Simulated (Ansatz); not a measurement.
# AlN: the cost of one run

Program: Ansatz 0.2.0. Level of theory: DFT PBEsol, scalar-relativistic, plane waves, PAW. These are calculated values, not measurements.

That is the level of the relaxation; later steps name their own.

1 further run of the same task is left out (set aside as unsound or not needed).

**1. The starting structure**

Symmetry: P6_3mc, No. 186, hexagonal system. Conventional cell: a = 3.114 Å, b = 3.114 Å, c = 4.984 Å, α = 90.00°, β = 90.00°, γ = 120.00°. Al (site symmetry 3m) has 4 N at 1.89 to 1.90 Å as nearest neighbours. N (site symmetry 3m) is surrounded by 4 Al at 1.89 to 1.90 Å.

Coordinates:

```xyz
4
Lattice="3.1138 0.0000 0.0000 -1.5569 2.6967 0.0000 0.0000 0.0000 4.9836" Properties=species:S:1:pos:R:3 pbc="T T T"
Al    0.0000    1.7978   -0.0174
Al    1.5569    0.8989    2.4744
N     0.0000    1.7978    1.8863
N     1.5569    0.8989    4.3780
```

It is the result of an earlier relaxation at this level (volume 10.46 Å³/atom; gap on the mesh: 4.09 eV).

**2. Band edges over the whole zone**

File input.yaml:

```yaml
crystal:
  lattice:
    - [3.1138306911, 2.9e-09, 0.0]
    - [-1.5569153481, 2.6966564802, 0.0]
    - [0.0, 0.0, 4.9835578881]
  atoms:
    - { symbol: Al, position: [0.3333333333, 0.6666666667, -0.0034967538] }
    - { symbol: Al, position: [0.6666666667, 0.3333333333, 0.4965032462] }
    - { symbol: "N", position: [0.3333333333, 0.6666666667, 0.3784967538] }
    - { symbol: "N", position: [0.6666666667, 0.3333333333, 0.8784967538] }
basis:
  ecutwfc: 420
kpoints:
  mp_grid: { grid: [9, 9, 6] }
  band_path: { path: [VBM, CBM], npoints: 2 }
hamiltonian:
  xc: pbesol
scf:
  occupations: { method: gaussian, width: 0.02 }
output:
  forces: true
  stress: true
  eigenvalues: true
```

Run with:

```bash
$ ansatz run input.yaml --threads 2 --pin off --max-ram 5120MiB --backend cpu --events-out ev --progress --plain --runs-dir out
```

**Question.** How long does this run take on 2 threads of Arm Neoverse V2, shared host, and how much memory does it need?

About 2.6 s, with a peak of 0.31 GiB.
